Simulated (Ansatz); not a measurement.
# How many bands does the GW gap of BP (honeycomb multilayer) need?

Wanted: a G0W0 gap for BP (honeycomb multilayer) that is converged in bands and cutoff, or an estimate of the limit.

Main program and level: Ansatz 0.2.0; G0W0 on PBE, plane waves, PAW; PAW set soft_1.

## (1) The starting structure

The cell holds 4 atoms: 2 B and 2 P. Cell: a = 3.203 Å, b = 3.203 Å, c = 31.000 Å, α = 90.0°, β = 90.0°, γ = 120.0°. Regions: layer 1 (BP-hc), 2 atoms (1 B and 1 P); layer 2 (BP-hc), 2 atoms (1 B and 1 P). Vacuum lies along c.

The structure was relaxed with PBE-D3(BJ). The runs that relaxed it are not among those shown. The Coulomb interaction is cut off across the vacuum.

## (2) 135 empty bands, screening to 36 eV

G0W0 replaces the xc potential by the self-energy, built once from these orbitals. Only a window of levels is corrected, while the sums run over the empty bands that the input names. This step takes PAW set soft_1 files.

Contents of input.yaml:

```yaml
crystal:
  lattice:
    - [3.2027744844, 0.0, 0.0]
    - [-1.6013872422, 2.7736840661, 0.0]
    - [0.0, 0.0, 31.0]
  atoms:
    - { symbol: B, position: [0.3333333333, 0.6666666667, 0.4371871461] }
    - { symbol: P, position: [0.6666666667, 0.3333333333, 0.4372109159] }
    - { symbol: B, position: [0.6666666667, 0.3333333333, 0.5628128539] }
    - { symbol: P, position: [0.3333333333, 0.6666666667, 0.5627890841] }
  periodic: [true, true, false]
kpoints:
  mp_grid: { grid: [6, 6, 1] }
hamiltonian:
  xc: pbe
  pseudopotentials: { kind: paw, azcp: { folder: soft_1 } }
scf:
  occupations: { method: fixed }
gw:
  n_empty_bands: 135
  ecut_chi: 36
  qp_bands: [v2, c2]
  qp_kpoints: band_edges
  screening: { model: contour_deformation }
```

Started as:

```bash
ansatz run input.yaml --threads 8 --pin off --max-ram 17510MiB --backend cpu --events-out ev --progress --plain --runs-dir out
```

Numbers of over 12 decimals in the logs are rounded to 6 here.

What it wrote:

```text
Engine: ansatz 0.2.0, aarch64-unknown-linux-gnu
Pseudopotentials: kind: paw
Pseudopotential: B, paw, valence charge 3, recommended cutoff 420 eV (normal), soft_1/B.paw.azcp
Pseudopotential: P, paw, valence charge 5, recommended cutoff 420 eV (normal), soft_1/P.paw.azcp
Functional definition: PBE
  parameter kappa = 0.804
  parameter beta = 0.066725
  exchange = pbe_x(kappa = kappa, mu = beta*pi^2/3)
  correlation = pbe_c(beta = beta)
Crystal: 4 atoms, lattice volume = 275.388 Å³
Basis set: ecut = 420 eV, 5455 PW (Γ)
Bands: 12, of which v1, the nominal top of the filled ones, is band 8 counted from 1 (7 counted from 0)
Symmetry: 12 space group operations
Space group: P-3m1 (ITA 164), of the structure as read, at distance tolerance 6.5e-5 Å
k-points: 7 of 36
Non-local potential: B, projectors of the file, l = 0: 2, l = 1: 2, l = 2: 1
Non-local potential: P, projectors of the file, l = 0: 2, l = 1: 2, l = 2: 1
PAW form: soft (Blöchl's): semilocal exchange-correlation on the pseudo side does not see the compensation charge
PAW one-centre angular grid: B, 110 points (default); XC on 64 Gauss nodes
PAW one-centre angular grid: P, 110 points (default); XC on 64 Gauss nodes
Initial density: superposition of atomic densities (neutral atoms: chi_scale 0, normalization atom)
Initial wavefunctions: pseudopotential atomic-orbital guess
Functional: x = pbe(κ = 0.804, μ = 0.219515), c = pbe(β = 0.066725)
SCF iter   1: F=—  HF=-1824.961288 eV  |F-HF|=—  |Δ(HF+E_count)|=         —  Δρ=3.88e-2  dr2=4.99e0  ethr=3.10e-3  ⟨swp⟩=7.6  Hψ=681  notcnv=0  defer=11
preconditioner: auto → none  [insulator: Δε(μ)=0.638 eV  Ē_g=10.114 eV  n_scr=16 (ndim 8)  ℏωp=9.0 eV  f_vac=0.710  ε∞_Penn≈1.8]
SCF iter   2: F=—  HF=-1823.495079 eV  |F-HF|=—  |Δ(HF+E_count)|=    1.47e0  Δρ=1.57e-2  dr2=6.25e-1  ethr=3.10e-3  ⟨swp⟩=5.1  Hψ=317  notcnv=0  defer=11
SCF iter   3: F=—  HF=-1823.340277 eV  |F-HF|=—  |Δ(HF+E_count)|=   1.55e-1  Δρ=6.19e-3  dr2=6.46e-2  ethr=3.10e-3  ⟨swp⟩=3.1  Hψ=200  notcnv=0  defer=9
SCF iter   4: F=—  HF=-1823.332683 eV  |F-HF|=—  |Δ(HF+E_count)|=   7.59e-3  Δρ=2.76e-3  dr2=1.79e-2  ethr=4.04e-4  ⟨swp⟩=3.3  Hψ=167  notcnv=0  defer=13
SCF iter   5: F=—  HF=-1823.330494 eV  |F-HF|=—  |Δ(HF+E_count)|=   2.19e-3  Δρ=8.61e-4  dr2=5.91e-3  ethr=1.12e-4  ⟨swp⟩=4.3  Hψ=241  notcnv=0  defer=14
SCF iter   6: F=—  HF=-1823.329271 eV  |F-HF|=—  |Δ(HF+E_count)|=   1.22e-3  Δρ=1.10e-4  dr2=6.02e-5  ethr=3.69e-5  ⟨swp⟩=3.6  Hψ=161  notcnv=0  defer=14
SCF iter   7: F=—  HF=-1823.329278 eV  |F-HF|=—  |Δ(HF+E_count)|=   6.67e-6  Δρ=2.99e-5  dr2=2.58e-6  ethr=3.76e-7  ⟨swp⟩=3.3  Hψ=212  notcnv=0  defer=13
SCF iter   8: F=—  HF=-1823.329278 eV  |F-HF|=—  |Δ(HF+E_count)|=   4.99e-7  Δρ=6.19e-6  dr2=1.16e-7  ethr=1.61e-8  ⟨swp⟩=3.0  Hψ=163  notcnv=0  defer=13
SCF iter   9: F=-1823.329278 eV  HF=-1823.329278 eV  |F-HF|=3.14e-9  |Δ(HF+E_count)|=   3.51e-8  Δρ=1.06e-6  dr2=4.59e-9  ethr=6.25e-10  ⟨swp⟩=12.6  Hψ=607  notcnv=0
SCF 1 converged in 9 iterations: F = -1823.329278 eV  dr2 = 4.59e-9
  greatest PAW one-centre occupation: 0.768 electrons in one spin orbital (limit 2), on the P atom at site 3 (counted from 0), in its partial waves of l = 0
NSCF: frozen V_eff on 7 k-points
G₀W₀ screening: q 1/7
[... further progress lines ...]
SCF converged after 9 iterations
Free energy (F): -1823.329278 eV
Harris-Foulkes:  -1823.329278 eV  (|F-HF|=3.14e-9)
Internal energy: -1823.329278 eV  (E = F + TS)
E sigma→0 (E₀):  -1823.329278 eV
Fermi energy:    -5.267441 eV
--- Per-component energies (eV) ---
  E_band       = -178.759325
  E_kinetic    = 235.908844
  E_local      = -14463.723316  (includes V_loc(G=0)·N_el)
  E_nonlocal   = 81.486508
  E_hartree    = 7092.838390
  E_xc         = -210.334154
  E_vxc        = -197.475054  (∫ρ·V_xc dr)
  E_paw        = -1272.839086  (= ΣΔE_a)
  E_vpaw       = -20.630414  (= ΣTr[D̂ρ^β])
  E_aug_tail   = 0.000011  (compensation charges beyond the density's cutoff)
  E_ewald      = 6713.333525
  E_smearing   = -0.000000  (= −TS)
  E_closure    = 0.000000  (closes the sum)
  Σ components = -1823.329278   (vs F -1823.329278, Δ=0.00e0)
--- Band table (eV; the first three rows and the last of 7) ---
  k-point 0: bands = [... 4 lower, -6.8057, -6.8057, -6.7718, -6.7718, -1.4188 (-1.4189°), -0.6632, -0.4913, -0.4913]
  k-point 1: bands = [... 4 lower, -8.5616, -8.3932, -7.4901, -7.4503, -1.2166 (-1.2166°), -1.0901 (-1.0901°), -0.7749, -0.1130]
  k-point 2: bands = [... 4 lower, -8.4430, -8.3978, -7.9724, -7.1114, -2.0381, -1.9467, -1.8662, -1.2296]
  k-point 6: bands = [... 4 lower, -11.4828, -11.3970, -5.2674, -5.2674, -4.1230, -4.1230, 0.5679, 1.9170]
  ° read free of the cell's end (the report's vacuum.weakly_bound_levels)
--- G₀W₀: contour deformation, 6 samples at zero and on the imaginary axis and 1 off it, 36 q-points, 135 empty bands' worth ---
  eigenvalues of the whole cell's RPA ε∞ on this k-mesh (on a slab, of 1 + 4πα/V) = 1.1863, 4.9146, 4.9146; static W/v taken at q = 0 is 0.405613
  gw.qp_kpoints: band_edges: 5 of 7 stored k-points solved, in 2 passes; an edge of the gap read off the rows below is read off those points alone
    valence top: of the k-points left out ik 2 came nearest to being solved in a further pass, in band 8 (counted from 1, as in the quasiparticle table): it holds the edge there only if its correction is more favourable than any solved in that band by at least 1.805 eV; those differ by 0.098 eV
    conduction bottom: of the k-points left out ik 2 came nearest to being solved in a further pass, in band 10 (counted from 1, as in the quasiparticle table): it holds the edge there only if its correction is more favourable than any solved in that band by at least 1.643 eV; those differ by 0.783 eV
  `?` marks the rows in doubt; gw_qp.tsv's column doubts and the gw_qp event give each row's grounds
    ik  band        ε_KS         Σx   Σc(E_QP)       V_xc       Z   E_QP_lin       E_QP  E_QP is
     0     7     -6.7718   -17.8015     2.6739   -15.1875  0.6787    -6.7122    -6.7119  root
     0     8     -6.7718   -17.8015     2.6739   -15.1875  0.6787    -6.7122    -6.7119  root
     0     9     -1.4188    -2.4141    -2.8516    -5.3498  0.7470    -1.3343    -1.3347  root
     0    10     -0.6632    -1.2495    -2.0556    -3.3340  0.7616    -0.6342    -0.6343  root
     1     7     -7.4901   -17.7572     2.8675   -14.8989  0.6663    -7.4810    -7.4810  root
     1     8     -7.4503   -17.7866     2.8548   -14.9471  0.6680    -7.4350    -7.4350  root
     1     9     -1.2166    -6.7043    -4.1448   -11.6104  0.6852    -0.3722    -0.4553  root ?
     1    10     -1.0901    -7.3384    -4.3510   -12.5008  0.6755    -0.1667    -0.2787  root ?
     3     7     -6.5730   -13.5502     1.7417   -11.7040  0.6392    -6.6800    -6.6775  root
     3     8     -5.8359   -13.9346     1.4317   -12.4683  0.6725    -5.8706    -5.8704  root
     3     9     -4.0862    -6.9347    -3.0592   -10.5192  0.6934    -3.5343    -3.5609  root
     3    10     -3.2489    -7.4520    -3.3742   -11.4267  0.6353    -2.6444    -2.6484  root
     5     7     -6.7731   -13.3636     1.7855   -11.4735  0.6167    -6.8797    -6.8777  root
     5     8     -5.9851   -13.6603     1.3603   -12.2614  0.6705    -6.0238    -6.0236  root
     5     9     -3.4657    -7.3901    -3.2314   -11.2140  0.6806    -2.8343    -2.8731  root
     5    10     -2.7310    -7.7301    -3.6373   -11.9971  0.6341    -2.0603    -2.1013  root
     6     7     -5.2674   -13.1044     0.7580   -12.3669  0.6821    -5.2469    -5.2468  root
     6     8     -5.2674   -13.1044     0.7580   -12.3669  0.6821    -5.2469    -5.2468  root
     6     9     -4.1230    -8.1814    -2.7252   -11.4968  0.6830    -3.4966    -3.5329  root
     6    10     -4.1230    -8.1814    -2.7252   -11.4968  0.6830    -3.4966    -3.5329  root
```

It took 7 s on 8 threads of Arm Neoverse V1, shared host; peak memory 1 GiB; 50 s of CPU time.

Numbers from this step:

```
bands summed                                 : 143
plane waves in the screening matrix          : 157
q-points in the mesh                         : 36
G0W0 gap on the mesh                         : 1.686 eV
k of the valence top                         : 0.3333, 0.3333, 0
k of the conduction bottom                   : 0, -0.5, 0
starting gap on the mesh                     : 1.144 eV
Z at the valence top                         : 0.6821
Z at the conduction bottom                   : 0.6934
least direct G0W0 gap on the computed points : 1.714 eV
```

The gap on the mesh goes from 1.14 eV to 1.69 eV, a correction of +0.54 eV, though a band edge has moved to another state.

## (3) 327 empty bands, screening to 65 eV

Bands and screening cutoff are moved together, since each hides the error of the other.

Edit input.yaml of step 2 so:

```diff
@@ -18,5 +18,6 @@
   occupations: { method: fixed }
+  convergence: { dr2_threshold: 1.0e-10 }
 gw:
-  n_empty_bands: 135
-  ecut_chi: 36
+  n_empty_bands: 327
+  ecut_chi: 65.0
   qp_bands: [v2, c2]
```

What it wrote:

```text
[...]
Crystal: 4 atoms, lattice volume = 275.388 Å³
Basis set: ecut = 420 eV, 5455 PW (Γ)
Bands: 12, of which v1, the nominal top of the filled ones, is band 8 counted from 1 (7 counted from 0)
Symmetry: 12 space group operations
[...]
k-points: 7 of 36
[...]
SCF iter   1: F=—  HF=-1824.961288 eV  |F-HF|=—  |Δ(HF+E_count)|=         —  Δρ=3.88e-2  dr2=4.99e0  ethr=3.10e-3  ⟨swp⟩=7.6  Hψ=681  notcnv=0  defer=11
[...]
SCF iter  10: F=-1823.329278 eV  HF=-1823.329278 eV  |F-HF|=2.34e-11  |Δ(HF+E_count)|=  4.61e-10  Δρ=1.23e-7  dr2=4.32e-11  ethr=1.00e-12  ⟨swp⟩=11.9  Hψ=755  notcnv=0
SCF 1 converged in 10 iterations: F = -1823.329278 eV  dr2 = 4.32e-11
[...]
NSCF: frozen V_eff on 7 k-points
G₀W₀ screening: q 1/7
[... further progress lines ...]
SCF converged after 10 iterations
Free energy (F): -1823.329278 eV
[...]
Internal energy: -1823.329278 eV  (E = F + TS)
E sigma→0 (E₀):  -1823.329278 eV
Fermi energy:    -5.267416 eV
[...]
--- Band table (eV; the first three rows and the last of 7) ---
  k-point 0: bands = [... 4 lower, -6.8057, -6.8057, -6.7718, -6.7718, -1.4188 (-1.4189°), -0.6632, -0.4913, -0.4913]
  k-point 1: bands = [... 4 lower, -8.5615, -8.3932, -7.4901, -7.4503, -1.2166 (-1.2166°), -1.0901 (-1.0901°), -0.7749, -0.1130]
  k-point 2: bands = [... 4 lower, -8.4430, -8.3977, -7.9724, -7.1114, -2.0381, -1.9467, -1.8662, -1.2296]
  k-point 6: bands = [... 4 lower, -11.4828, -11.3970, -5.2674, -5.2674, -4.1230, -4.1230, 0.5679, 1.9171]
  ° read free of the cell's end (the report's vacuum.weakly_bound_levels)
[...]
bands read: the sum over 335 bands ends inside a degenerate multiplet in 1 slot, whose members it reads at an even weight; the widest, k=6: bands 335 to 336 (counted from 1) at 1/2 each
[...]
0     7     -6.7718   -17.8015     2.3545   -15.1875  0.6734    -7.0370    -7.0313  root
     0     8     -6.7718   -17.8015     2.3545   -15.1875  0.6734    -7.0370    -7.0313  root
     0     9     -1.4188    -2.4141    -2.9073    -5.3498  0.7464    -1.3904    -1.3904  root
     0    10     -0.6632    -1.2495    -2.0994    -3.3340  0.7609    -0.6780    -0.6780  root
     1     7     -7.4901   -17.7572     2.5711   -14.8989  0.6616    -7.7855    -7.7774  root
     1     8     -7.4503   -17.7866     2.5554   -14.9471  0.6632    -7.7422    -7.7344  root
     1     9     -1.2166    -6.7042    -4.3368   -11.6103  0.6797    -0.6113    -0.6473  root
     1    10     -1.0901    -7.3384    -4.5435   -12.5008  0.6695    -0.4229    -0.4712  root
[...]
6     7     -5.2674   -13.1043     0.5201   -12.3669  0.6747    -5.4882    -5.4847  root
     6     8     -5.2674   -13.1043     0.5201   -12.3669  0.6747    -5.4882    -5.4847  root
     6     9     -4.1230    -8.1814    -2.9875   -11.4968  0.6762    -3.7865    -3.7952  root
     6    10     -4.1230    -8.1814    -2.9875   -11.4968  0.6762    -3.7865    -3.7952  root
```

Wall time 25 s (8 threads); peak memory 2.5 GiB; 3.1 min of CPU time.

This step gave:

```
bands summed                                 : 335
plane waves in the screening matrix          : 329
q-points in the mesh                         : 36
G0W0 gap on the mesh                         : 1.690 eV
k of the valence top                         : 0.3333, 0.3333, 0
k of the conduction bottom                   : 0.3333, 0.3333, 0
starting gap on the mesh                     : 1.144 eV
Z at the valence top                         : 0.6747
Z at the conduction bottom                   : 0.6762
least direct G0W0 gap on the computed points : 1.690 eV
```

Against the run with 6×6×1 mesh, 135 empty bands, screening to 36 eV, PAW set soft_1 files, the gap moves by +0.004 eV.

## (4) Convergence and cost

Times are wall times on 8 threads of Arm Neoverse V1, shared host, good to a factor of about two.

```csv
mesh,files,frequency,bands summed,cutoff (eV),start (eV),G0W0 (eV),time,host memory (GiB)
6×6×1,PAW set soft_1,contour deformation,143,36,1.144,1.686,7 s,1.0
6×6×1,PAW set soft_1,contour deformation,335,65,1.144,1.690,25 s,2.5
```

The parts of the quasiparticle energy at the two band edges (eV; QP = start + Σx + Σc − Vxc):

```csv
run,edge,start,Σx,Σc,Vxc,Z,QP
143 bands,valence top,-5.27,-13.10,0.76,-12.37,0.68,-5.25
143 bands,conduction bottom,-4.09,-6.93,-3.06,-10.52,0.69,-3.56
335 bands,valence top,-5.27,-13.10,0.52,-12.37,0.67,-5.48
335 bands,conduction bottom,-4.12,-8.18,-2.99,-11.50,0.68,-3.80
```

 Where G0W0 reorders the edges (143 bands), the two states listed lie further apart at the start than the starting gap.

## (5) Results

- 143 bands, 36 eV: 1.686 eV
- 335 bands, 65 eV: 1.690 eV
- mesh and start: 6×6×1, PBE

What this shows: From 143 to 335 bands the gap moves by +0.004 eV while the time grows 3.6-fold. The states at the edges change along the series or lie close to crossing, so no limit is drawn from it. The 6×6×1 mesh misses a band edge: over a band path and its finer mesh (run apart) the PBE gap is 0.87 eV, so the G0W0 gap over the zone may lie about 0.27 eV below its value on the mesh. The mesh in the plane is coarse for a sheet; gap and any exciton binding can still move on denser ones.

[Paths, hosts, dates, memory and timing lines, banners, echoed tables and standing remarks are left out of the program output.]

[Logs are printed without paths, hosts, clocks, repeated set-up lines and the standing remarks that a program may print on its own settings, such as how far it seeks lower states.]

[Runs of the session that timed out or met a known fault of the program may be left out.]

[Cells called generated may have been cut or substituted from an entry of the Crystallography Open Database or the Materials Project.]

[Hosts, paths, dates, database ids (printed as entryN), source tags and the programs' standing remarks are cut or masked in the printed files.]
